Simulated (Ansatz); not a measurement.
# Cu2ZnSnS4: the cell at several levels of theory

The task here is to estimate one member of a computed series from the others.

Program: Ansatz 0.2.0. PAW datasets, plane waves, zero pressure. Spin-unpolarised throughout. Whether this structure exists isn't addressed.

**The structure to begin with**

This is the cell as the run starts from it, not yet at rest; its lengths are not the crystal's.

Space group I-4 (No. 82), tetragonal; a = 5.305 Å, c = 10.610 Å in the conventional setting, 18.66 Å³ an atom. Around Cu lie 4 S at 2.32 Å; around Cu lie 4 S at 2.25 Å; around Zn lie 4 S at 2.31 Å; around Sn lie 4 S at 2.32 Å; around S lie 2 Cu at 2.25–2.32 Å and 1 Zn at 2.31 Å and 1 Sn at 2.32 Å.

The structure in full:

```cif
data_structure
_symmetry_space_group_name_H-M 'I-4'
_symmetry_Int_Tables_number 82
_cell_length_a 5.3048
_cell_length_b 5.3048
_cell_length_c 10.6095
_cell_angle_alpha 90.000
_cell_angle_beta 90.000
_cell_angle_gamma 90.000
_cell_volume 298.56
loop_
_atom_site_label
_atom_site_type_symbol
_atom_site_symmetry_multiplicity
_atom_site_Wyckoff_symbol
_atom_site_fract_x
_atom_site_fract_y
_atom_site_fract_z
_atom_site_occupancy
Cu1 Cu 2 a 0.00000 0.00000 0.00000 1
Cu2 Cu 2 c 0.00000 0.50000 0.25000 1
Zn1 Zn 2 d 0.50000 0.00000 0.25000 1
Sn1 Sn 2 b 0.50000 0.50000 0.00000 1
S1 S 8 g 0.24500 0.74500 0.37200 1
```

Set-up of the first run:

Input file input.yaml:

```yaml
crystal:
  lattice:
    - [-2.6523760042, 2.6523760042, 5.3047520083]
    - [2.6523760042, -2.6523760042, 5.3047520083]
    - [2.6523760042, 2.6523760042, -5.3047520083]
  atoms:
    - { symbol: Cu, position: [0.0, 0.0, 0.0] }
    - { symbol: Cu, position: [0.75, 0.25, 0.5] }
    - { symbol: Zn, position: [0.25, 0.75, 0.5] }
    - { symbol: Sn, position: [0.5, 0.5, 0.0] }
    - { symbol: S, position: [0.117, 0.617, 0.99] }
    - { symbol: S, position: [0.383, 0.373, 0.5] }
    - { symbol: S, position: [0.627, 0.127, 0.01] }
    - { symbol: S, position: [0.873, 0.883, 0.5] }
kpoints:
  mp_grid: { grid: [6, 6, 6] }
hamiltonian:
  xc: pbe
scf:
  occupations: { method: fermi_dirac, width: 0.02 }
relax:
  f_tol: 0.005
  cell: {}
```

The run is started by

```console
$ ansatz run input.yaml --threads 4 --pin off --max-ram 7372MiB --backend cpu --events-out ev --progress --plain --runs-dir out
```

Steps of the session up to this table: Relaxation with PBE; Relaxation with r2SCAN; Relaxing with PBEsol; Relaxing with LDA.

One of the session's tables, all rows but one given; the rest of the session is left out.

```
 level  a (Å)   c (Å)  volume (Å³/atom)
   PBE  5.468  10.935            20.438
r2SCAN  5.414  10.823            19.826
PBEsol      ?       ?                 ?
   LDA  5.319  10.640            18.812
```

**Question.** Estimate the row for PBEsol.

As computed: a (Å): 5.374; c (Å): 10.751; volume (Å³/atom): 19.407. In the column «a (Å)» it lies between LDA (5.319) and r2SCAN (5.414).

In words: The first relaxation changed the volume by +9.5 % from the start. LDA gives the smallest cell and PBE the largest; they differ by 8.6 % in volume, a mean of 2.8 % in length.
